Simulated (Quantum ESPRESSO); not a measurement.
# HgSe: equation of state with PBE

The system is HgSe.

```
CELL_PARAMETERS angstrom
0.00000 3.03900 3.03900
3.03900 0.00000 3.03900
3.03900 3.03900 0.00000
ATOMIC_POSITIONS crystal
Hg 0.00000 0.00000 0.00000
Se 0.75000 0.75000 0.75000
```

- Program: Quantum ESPRESSO 7.5
- Task: equation of state
- Functional: PBE
- Potentials or basis: SSSP 1.3 efficiency PBE
- Cutoff: 816 eV
- Density cutoff: 5987 eV
- k mesh: 8 × 8 × 8
- Occupations: fermi-dirac, width 0.05 eV
- Spin: no spin polarisation
- Mixing beta: 0.5
- Most SCF iterations: 120
- SCF threshold: 4e-10 Ry

* Equilibrium volume: 30.58 Å³/atom (rough: see the caveat)
* Bulk modulus: 43 GPa (rough)

Energy against volume, from the lowest point:
| volume (Å³/atom) | energy (meV/atom) |
| --- | --- |
| 26.383 | 100.58 |
| 26.944 | 71.48 |
| 27.505 | 48.04 |
| 28.067 | 29.70 |
| 28.628 | 15.88 |
| 29.189 | 6.12 |
| 29.751 | 0.00 |

All runs of the series together: 6.7 min on 1 thread of AMD EPYC 7R43 64-Core Processor (Zen 3), with other jobs on the host.

Caveat: the minimum lies outside the volumes run. The run has no spin-orbit coupling, so splittings on Hg are missing.
